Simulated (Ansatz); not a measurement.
CdTe, 2 atoms in the cell. The structure is cubic, space group F-43m (No. 216). The conventional cell has a = 6.410 Å, b = 6.410 Å, c = 6.410 Å, α = 90.00°, β = 90.00°, γ = 90.00°. Around Te (site symmetry -43m) lie 4 Cd at 2.78 Å. Cd (site symmetry -43m) has 4 Te at 2.78 Å as nearest neighbours. 

| Property | Result |
| --- | --- |
| Program | Ansatz 0.2.0 |
| Task | band structure |
| Functional | r2SCAN0 |
| Potentials or basis | Ansatz PAW |
| Cutoff | 500 eV (not typed: the program's choice for these potentials) |
| k mesh | 4 × 4 × 4 |
| Occupations | fermi-dirac, width 0.05 eV |
| Spin | no spin polarisation |
| Path | [["G", "X", "W", "K", "G", "L", "U", "W", "L", "K"], ["U", "X"]] |
| Points for each segment of the path | 4 |

Potentials or basis: Ansatz PAW.

The run is started by

```bash
$ ansatz run input.yaml --threads 2 --pin off --max-ram 5632MiB --backend cpu --events-out ev --progress --plain --runs-dir out
```

Hardware: 2 threads of Intel(R) Xeon(R) Processor @ 2.70GHz, with other jobs on the host.

Task: How long does it take, and how much memory?

Result: Run time: 4.7 min on 2 threads of Intel(R) Xeon(R) Processor @ 2.70GHz, with other jobs on the host, peak memory 1.2 GiB. Counts: scf iterations 14, plane waves 1687, k points 8, bands 24.
